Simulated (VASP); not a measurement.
The system is SnO2.

```
CELL_PARAMETERS angstrom
3.02327 0.00000 0.00000
0.00000 4.96468 0.00000
0.00000 0.00000 5.97696
ATOMIC_POSITIONS crystal
Sn 0.50000 0.50000 0.00000
O 0.00000 0.50000 0.77572
O 0.00000 0.50000 0.22428
```

The cell was built by a generator and needn't be a form met in nature.

| Quantity | Value |
| --- | --- |
| Program | VASP 6.6.1 |
| Task | single point |
| Functional | PBE |
| Potentials or basis | VASP PAW PBE potentials, release 64 (Sn_d, O) |
| Cutoff | 520 eV |
| k mesh | 9 × 6 × 5 |
| Occupations | fermi-dirac, width 0.05 eV |
| Spin | no spin polarisation |

On this cell: pressure 0.8 GPa; largest force 0.095 eV/Å; band gap on the k mesh 1.29 eV, indirect (least direct gap 1.85 eV).

The same run follows on a disturbed copy (atoms moved at random, drawn with an rms of 0.05 Å):

```
Sn O
1.0
     3.02327    0.00000    0.00000
     0.00000    4.96468    0.00000
     0.00000    0.00000    5.97696
Sn O
1 2
Direct
  0.50747 0.49917 0.99913
  0.99561 0.50886 0.76744
  0.98697 0.49473 0.22598
```

Problem. What changes?

Solution. The energy moves by +14.0 meV/atom; pressure -0.5 GPa; largest force 1.114 eV/Å; band gap on the k mesh 1.30 eV, indirect (least direct gap 1.79 eV).

Forces on the atoms (eV/Å):
```
Sn  -1.009  0.074 -0.467
O    0.395 -0.031  0.689
O    0.614 -0.043 -0.221
```

Stress tensor (GPa, compression positive):
```
-0.12  0.01  0.52
 0.01  0.42  0.01
 0.52  0.01 -1.85
```

Caveats: spin-orbit coupling is left out, which moves the levels of the heavy elements; an odd mesh through Γ misses points on the zone boundary, where band edges often lie.
